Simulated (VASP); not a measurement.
Wanted: the native input for a VASP 6.6.1 run.

```yaml
Task: single point
Functional: r2SCAN
Potentials_or_basis: VASP PAW PBE potentials, release 64 (Ru_pv, S)
Cutoff: 520 eV
k_mesh: 6 × 6 × 4
Occupations: gaussian, width 0.05 eV
Spin: collinear spin, random start
Starting_moments: "[0.55, 0.0, 0.0] μB"
Further_INCAR_settings: ALGO = Normal; EDIFF = 1e-07; NBANDS = 24
```

The structure of RuS2 lies in POSCAR:

```
RuS2
1.0
    3.5211794000      0.0000000000      0.0000000000
   -1.7605897000      3.0494308100      0.0000000000
    0.0000000000      0.0000000000      5.6803931900
Ru S
1 2
Direct
    0.0000000000      0.0000000000      0.0000000000
    0.3333333333      0.6666666667      0.2520000000
    0.6666666667      0.3333333333      0.7480000000
```

The cell comes from a database or a generator and needn't be the stable form of this composition.

These files were run (other wordings do the same):

INCAR

```
SYSTEM = RuS2
PREC = Accurate
ENCUT = 520
EDIFF = 1E-7
ISMEAR = 0
SIGMA = 0.05
LREAL = .FALSE.
LASPH = .TRUE.
NELM = 80
ALGO = Normal
ISIF = 2
LWAVE = .FALSE.
LCHARG = .FALSE.
ISPIN = 2
MAGMOM = 0.55 0 0
LORBIT = 11
LMAXMIX = 4
METAGGA = R2SCAN
LMIXTAU = .TRUE.
NBANDS = 24
```

KPOINTS

```
regular mesh
0
G
  6 6 4
  0 0 0
```

Potentials or basis: VASP PAW PBE potentials, release 64 (Ru_pv, S).

Run with:

```console
$ cat potpaw_PBE.64/Ru_pv/POTCAR potpaw_PBE.64/S/POTCAR > POTCAR
$ mpirun -np 1 vasp_std > vasp.out
```

Results of the run:

```yaml
Pressure: -12.2 GPa
Largest_force: 1.404 eV/Å
Band_gap_on_the_k_mesh: none (metal or under the smearing width)
Net_moment: 1.88 μB per cell
Site_moments: Ru +1.46; S +0.13 μB
Valence_electrons_inside_the_program's_atomic_spheres: Ru 12.29; S 3.62
```

Caveat: the PAW data sets were made with another functional, which shifts forces and pressure a little.

Wall time 3.6 min on 1 thread of Intel(R) Xeon(R) Platinum 8488C (Sapphire Rapids), on a shared host, peak memory 0.24 GiB.
